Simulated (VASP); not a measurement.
## SnTe: single point with PBE

SnTe:

```
CELL_PARAMETERS angstrom
0.00000 3.51198 3.51198
3.51198 0.00000 3.51198
3.51198 3.51198 0.00000
ATOMIC_POSITIONS crystal
Sn 0.00000 0.00000 0.00000
Te 0.75000 0.75000 0.75000
```

Measurements of this composition are mostly on another form, of space group No. 225.

The cell isn't the ideal one: strained and moved within the space group.

| Quantity | Value |
| --- | --- |
| Program | VASP 6.6.1 |
| Task | single point |
| Functional | PBE |
| Potentials or basis | VASP PAW PBE potentials, release 64 (Sn_d, Te) |
| Cutoff | 520 eV |
| k mesh | 8 × 8 × 8 |
| Occupations | gaussian, width 0.05 eV |
| Spin | no spin polarisation |
| Dipole correction | no |
| Further INCAR settings | ALGO = Fast; EDIFF = 1e-06; NBANDS = 17 |

| Quantity | Value |
| --- | --- |
| Pressure | 2.2 GPa |
| Band gap on the k mesh | none (metal or under the smearing width) |

Levels at points of the mesh, in eV from the Fermi level:
| k point | band 6 | band 7 | band 8 | band 9 | band 10 | band 11 | band 12 | band 13 | band 14 | band 15 |
| --- | --- | --- | --- | --- | --- | --- | --- | --- | --- | --- |
| (0.00, 0.00, 0.00) | -12.05 | -5.01 | -2.20 | -2.20 | -2.20 | 0.88 | 0.88 | 0.88 | 4.03 | 6.37 |
| (0.50, 0.00, 0.00) | -11.41 | -7.30 | -2.80 | -2.80 | -2.21 | 1.73 | 1.73 | 3.66 | 5.57 | 6.46 |
| (0.50, 0.50, 0.00) | -11.14 | -7.70 | -3.53 | -3.53 | -0.80 | -0.10 | 4.14 | 4.14 | 5.48 | 6.63 |

Wall time 47 s on 1 thread of Intel(R) Xeon(R) Platinum 8488C (Sapphire Rapids) (shared host), peak memory 0.25 GiB.

Spin-orbit coupling is left out, which matters for the levels of Te.
